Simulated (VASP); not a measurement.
# MnSb (P6_3/mmc) in VASP: notebook

One crystal, MnSb, is run at these levels: PBE; tasks: single point.

Program: VASP 6.6.1. These are calculated values, not measurements. Logs are shortened: lines on timing, memory, paths and dates and some standing lists are left out, and cuts for length are marked.

## 1. Starting point

The structure is hexagonal, space group P6_3/mmc (No. 194). The conventional cell has a = 4.150 Å, b = 4.150 Å, c = 5.780 Å, α = 90.00°, β = 90.00°, γ = 120.00°. Sb (site symmetry -6m2) has 6 Mn at 2.80 Å as nearest neighbours. Mn (site symmetry -3m) is surrounded by 6 Sb at 2.80 Å and 2 Mn at 2.89 Å.

## 2. Single point, PBE, collinear spin, ferromagnetic start

The input, INCAR:

```
SYSTEM = MnSb
PREC = Accurate ; ENCUT = 520
EDIFF = 1E-7 ; ISMEAR = 0
SIGMA = 0.02 ; LREAL = .False.
LASPH = .True. ; NELM = 150
ALGO = Normal ; ISIF = 2
LWAVE = .False. ; LCHARG = .False.
ISPIN = 2 ; MAGMOM = 0 0 4 4
LORBIT = 11 ; LMAXMIX = 4
GGA = PE ; NBANDS = 30
```

The input, KPOINTS:

```
regular mesh
0
Gamma
  7 7 5
  0 0 0
```

The input, POSCAR:

```
MnSb
4.15
    1.000000000000      0.000000000000      0.000000000000
   -0.500000000000      0.866025403783      0.000000000000
    0.000000000000      0.000000000000      1.392771084337
Sb Mn
2 2
Direct
    0.6666666667      0.3333333333      0.7500000000
    0.3333333333      0.6666666667      0.2500000000
    0.0000000000      0.0000000000      0.5000000000
    0.0000000000      0.0000000000      0.0000000000
```

Potentials or basis: VASP PAW PBE potentials, release 64 (Sb, Mn_pv).

Command:

```sh
cat potpaw_PBE.64/Sb/POTCAR potpaw_PBE.64/Mn_pv/POTCAR > POTCAR
mpirun -np 1 vasp_std > vasp.out
```

OUTCAR:

```text
SYSTEM = MnSb
   PREC = Accurate
   ENCUT = 520
   EDIFF = 1E-7
   ISMEAR = 0
   LREAL = .False.
   LASPH = .True.
   NELM = 150
   ISIF = 2
   ISPIN = 2
   LORBIT = 11
   GGA = PE

 ion  position               nearest neighbor table
   1  0.667  0.333  0.750-   3 2.80   4 2.80   3 2.80   4 2.80   3 2.80   4 2.80   2 3.75   2 3.75
                             2 3.75   2 3.75   2 3.75   2 3.75
   2  0.333  0.667  0.250-   3 2.80   4 2.80   3 2.80   4 2.80   3 2.80   4 2.80   1 3.75   1 3.75
                             1 3.75   1 3.75   1 3.75   1 3.75
   3  0.000  0.000  0.500-   1 2.80   2 2.80   2 2.80   1 2.80   1 2.80   2 2.80   4 2.89   4 2.89

   4  0.000  0.000  0.000-   1 2.80   2 2.80   2 2.80   1 2.80   1 2.80   2 2.80   3 2.89   3 2.89

  LATTYP: Found a hexagonal cell.
 ALAT       =     4.1500000000
 C/A-ratio  =     1.3927710843

  Lattice vectors:

 A1 = (   4.1500000000,   0.0000000000,   0.0000000000)
 A2 = (  -2.0750000000,   3.5940054257,   0.0000000000)
 A3 = (   0.0000000000,   0.0000000000,   5.7800000000)

Analysis of symmetry for initial positions (statically):
=====================================================================
 Subroutine PRICEL returns:
 Original cell was already a primitive cell.

 Routine SETGRP: Setting up the symmetry group for a
 hexagonal supercell.

 Subroutine GETGRP returns: Found 24 space group operations
 (whereof 12 operations were pure point group operations)
 out of a pool of 24 trial point group operations.

The static configuration has the point symmetry D_3d.
 The point group associated with its full space group is D_6h.

Analysis of symmetry for dynamics (positions and initial velocities):
=====================================================================
 Subroutine PRICEL returns:
 Original cell was already a primitive cell.

 Routine SETGRP: Setting up the symmetry group for a
 hexagonal supercell.

 Subroutine GETGRP returns: Found 24 space group operations
 (whereof 12 operations were pure point group operations)
 out of a pool of 24 trial point group operations.

The dynamic configuration has the point symmetry D_3d.
 The point group associated with its full space group is D_6h.

Analysis of structural, dynamic, and magnetic symmetry:
=====================================================================
 Subroutine PRICEL returns:
 Original cell was already a primitive cell.

 Routine SETGRP: Setting up the symmetry group for a
 hexagonal supercell.

 Subroutine GETGRP returns: Found 24 space group operations
 (whereof 12 operations were pure point group operations)
 out of a pool of 24 trial point group operations.

The overall configuration has the point symmetry D_3d.
 The point group associated with its full space group is D_6h.

[... 133 lines left out ...]
 Gauss-broadening in eV      SIGMA  =   0.02
  energy-cutoff  :      520.00
  volume of cell :       86.21
 maximum number of plane-waves:      2350
 NGX is ok and might be reduce to    32
   NGX = 15   NGY = 15   NGZ = 21

 number of electron      36.0000010 magnetization       6.6834843

 Free energy of the ion-electron system (eV)
  ---------------------------------------------------
  ext. energy  EPLUGINS =         0.00000000
  ---------------------------------------------------
  free energy    TOTEN  =       -26.31094567 eV

  energy without entropy =      -26.31004694  energy(sigma->0) =      -26.31049631

 E-fermi :   7.6291     XC(G=0): -10.6089

 val. band max:        7.6249972540   @ k =   0.2857  -0.0000   0.4000
 cond. band min:       7.6335694794   @ k =   0.0000   0.0000   0.4000
 fundamental gap:      0.0085722254
 Fermi energy:         7.6291074346

 spin component 1

 k-point     1 :       0.0000    0.0000    0.0000
  band No.  band energies     occupation
      1     -42.2927      1.00000
      2     -42.2927      1.00000
      3     -42.2852      1.00000
      4     -42.2852      1.00000
      5     -42.0605      1.00000
      6     -41.9811      1.00000
[... 781 lines left out ...]
     29      15.1386      0.00000
     30      15.4238      0.00000
 Fermi energy:         7.6291074346

 spin component 2

 k-point     1 :       0.0000    0.0000    0.0000
  band No.  band energies     occupation
      1     -38.6627      1.00000
      2     -38.6627      1.00000
      3     -38.6536      1.00000
      4     -38.6536      1.00000
      5     -38.6116      1.00000
      6     -38.5173      1.00000
[... 781 lines left out ...]
     29      15.4821      0.00000
     30      15.8371      0.00000

------------------------ aborting loop because EDIFF is reached ----------------------------------------

  FORCE on cell =-STRESS in cart. coord.  units (eV):
  Direction    XX          YY          ZZ          XY          YZ          ZX
  --------------------------------------------------------------------------------------
  -------------------------------------------------------------------------------------
  Total       -1.5976975     -1.5976975     -2.2508350      0.0000000     -0.0000000      0.0000000
  in kB      -29.6927543    -29.6927543    -41.8311281      0.0000000     -0.0000000      0.0000000
  external PRESSURE =     -33.7388789 kB  Pullay stress =       0.0000000 kB

 VOLUME and BASIS-vectors are now :
 -----------------------------------------------------------------------------
  energy-cutoff  :      520.00
  volume of cell :       86.21
      direct lattice vectors                 reciprocal lattice vectors
     4.150000000  0.000000000  0.000000000     0.240963855  0.139120547  0.000000000
    -2.075000000  3.594005426  0.000000000     0.000000000  0.278241094  0.000000000
     0.000000000  0.000000000  5.780000000     0.000000000  0.000000000  0.173010381

 POSITION                                       TOTAL-FORCE (eV/Angst)
 -----------------------------------------------------------------------------------
      2.07500      1.19800      4.33500        -0.000000      0.000000      0.000000
     -0.00000      2.39600      1.44500         0.000000     -0.000000      0.000000
      0.00000      0.00000      2.89000        -0.000000      0.000000      0.000000
      0.00000      0.00000      0.00000        -0.000000      0.000000      0.000000
 -----------------------------------------------------------------------------------
    total drift:                                0.000000     -0.000000      0.000000

  FREE ENERGIE OF THE ION-ELECTRON SYSTEM (eV)
  ---------------------------------------------------
  free  energy   TOTEN  =       -26.3109456696 eV

  energy  without entropy=      -26.3100469443  energy(sigma->0) =      -26.31049631

 total charge

# of ion       s       p       d       tot
------------------------------------------
    1        1.141   1.263   0.041   2.444
    2        1.141   1.263   0.041   2.444
    3        0.273   6.208   5.033  11.514
    4        0.273   6.208   5.033  11.514
--------------------------------------------------
tot          2.828  14.940  10.148  27.916

 magnetization (x)

# of ion       s       p       d       tot
------------------------------------------
    1        0.010  -0.146   0.006  -0.130
    2        0.010  -0.146   0.006  -0.130
    3        0.037   0.026   3.330   3.393
    4        0.037   0.026   3.330   3.393
--------------------------------------------------
tot          0.094  -0.240   6.671   6.525
```

OSZICAR:

```text
N       E                     dE             d eps       ncg     rms          rms(c)
DAV:   1     0.314079767518E+03    0.31408E+03   -0.18898E+04  3192   0.121E+03
DAV:   2    -0.111776920092E+02   -0.32526E+03   -0.31139E+03  3000   0.341E+02
DAV:   3    -0.277667596547E+02   -0.16589E+02   -0.16131E+02  3402   0.863E+01
[... 10 lines left out ...]
DAV:  14    -0.263109427489E+02   -0.18225E-04   -0.46524E-05  3026   0.369E-02    0.301E-02
DAV:  15    -0.263109449451E+02   -0.21962E-05   -0.89618E-06  3162   0.261E-02    0.988E-03
DAV:  16    -0.263109447549E+02    0.19025E-06   -0.16605E-06  3168   0.847E-03    0.918E-03
DAV:  17    -0.263109452252E+02   -0.47035E-06   -0.57805E-07  2514   0.654E-03    0.409E-03
DAV:  18    -0.263109456237E+02   -0.39849E-06   -0.33161E-07  2334   0.408E-03    0.821E-04
DAV:  19    -0.263109456696E+02   -0.45915E-07   -0.49075E-08  1518   0.136E-03
   1 F= -.26310946E+02 E0= -.26310496E+02  d E =-.898725E-03  mag=     6.6836
```

stdout:

```text
POSCAR found type information on POSCAR SbMn
 POSCAR found :  2 types and       4 ions
 scaLAPACK will be used
 LDA part: xc-table for (Slater+PW92), standard interpolation
 POSCAR, INCAR and KPOINTS ok, starting setup
 FFT: planning ... GRIDC
 FFT: planning ... GRID_SOFT
 FFT: planning ... GRID
 WAVECAR not read
 entering main loop
```

Wall time 3.7 min (1 thread of AMD EPYC 7R43 (Zen 3), shared host); peak memory 0.26 GiB.

What came out:

```
Free energy                                           : -26.3109 eV
Pressure                                              : -3.4 GPa
Band gap on the k mesh                                : none (metal or under the smearing width)
Net moment                                            : 6.68 μB per cell
Site moments                                          : Sb -0.13; Mn +3.39 μB
Valence electrons inside the program's atomic spheres : Sb 2.44; Mn 11.51
```

Stress tensor (GPa, compression positive):
```
-2.97  0.00  0.00
 0.00 -2.97  0.00
 0.00  0.00 -4.18
```

Levels at points of the mesh, in eV from the Fermi level:
Spin up:
| k point | band 19 | band 20 | band 21 | band 22 | band 23 | band 24 |
| --- | --- | --- | --- | --- | --- | --- |
| (0.00, 0.00, 0.00) | -0.50 | 0.52 | 0.52 | 2.28 | 2.28 | 2.65 |
Spin down:
```
           k point  band 11  band 12  band 13  band 14  band 15  band 16  band 17  band 18  band 19  band 20
(0.00, 0.00, 0.00)    -2.41    -0.88     0.04     0.04     0.33     0.33     0.58     0.58     1.47     1.47
```

Caveat: only a ferromagnetic start was run, and an antiferromagnetic order may lie lower in energy.

## 3. Single point, PBE, collinear spin, ferromagnetic start

The input, run.py:

```python
from ase import Atoms
from ase.calculators.vasp import Vasp
from ase.dft.bandgap import bandgap

atoms = Atoms(
    ['Sb', 'Sb', 'Mn', 'Mn'],
    cell=[[4.15, 0.0, 0.0], [-2.075, 3.5940054257, 0.0], [0.0, 0.0, 5.78]],
    scaled_positions=[[0.6666666667, 0.3333333333, 0.75], [0.3333333333, 0.6666666667, 0.25], [0.0, 0.0, 0.5], [0.0, 0.0, 0.0]],
    pbc=True,
)
atoms.set_initial_magnetic_moments([0.0, 0.0, 4.0, 4.0])
calc = Vasp(
    directory='calc',
    xc='pbe',
    pp='PBE',
    setups='materialsproject',
    prec='Accurate',
    encut=520,
    ediff=1e-07,
    ismear=0,
    sigma=0.02,
    lreal=False,
    lasph=True,
    nelm=150,
    algo='Normal',
    isif=2,
    lwave=False,
    lcharg=False,
    ispin=2,
    lorbit=11,
    lmaxmix=4,
    kpts=[7, 7, 5],
    gamma=True,
)
atoms.calc = calc

print('energy (eV):', atoms.get_potential_energy())
print('free energy (eV):', atoms.get_potential_energy(force_consistent=True))
print('forces (eV/A):')
print(atoms.get_forces())
print('stress (eV/A^3, Voigt):', atoms.get_stress())
print('Fermi level (eV):', calc.get_fermi_level())
print('moment (muB):', atoms.get_magnetic_moment())
print('site moments (muB):', atoms.get_magnetic_moments())
gap, top, bottom = bandgap(calc)
print('band gap (eV):', gap, 'from (spin, k, band)', top, 'to', bottom)
```

Potentials or basis: VASP PAW PBE potentials, release 64 (Sb, Mn_pv).

Command:

```sh
python run.py
```

Wall time 3.6 min (1 thread of AMD EPYC 7R43 (Zen 3), shared host); peak memory 0.26 GiB.

It converged, with:

```yaml
Free_energy: -26.3109 eV
Pressure: -3.4 GPa
Band_gap_on_the_k_mesh: none (metal or under the smearing width)
Net_moment: 6.68 μB per cell
Site_moments: Sb -0.13; Mn +3.39 μB
Valence_electrons_inside_the_program's_atomic_spheres: Sb 2.44; Mn 11.51
```

Stress tensor (GPa, compression positive):
```
-2.97  0.00  0.00
 0.00 -2.97  0.00
 0.00  0.00 -4.18
```

Levels at points of the mesh, in eV from the Fermi level:
Spin up:
```csv
k point,band 19,band 20,band 21,band 22,band 23,band 24
"(0.00, 0.00, 0.00)",-0.50,0.52,0.52,2.28,2.28,2.65
```
Spin down:
| k point | band 13 | band 14 | band 15 | band 16 | band 17 | band 18 |
| --- | --- | --- | --- | --- | --- | --- |
| (0.00, 0.00, 0.00) | 0.04 | 0.04 | 0.33 | 0.33 | 0.58 | 0.58 |

Caveat: only a ferromagnetic start was run, and an antiferromagnetic order may lie lower in energy. Spin-orbit coupling is left out, which matters for the levels of Sb.
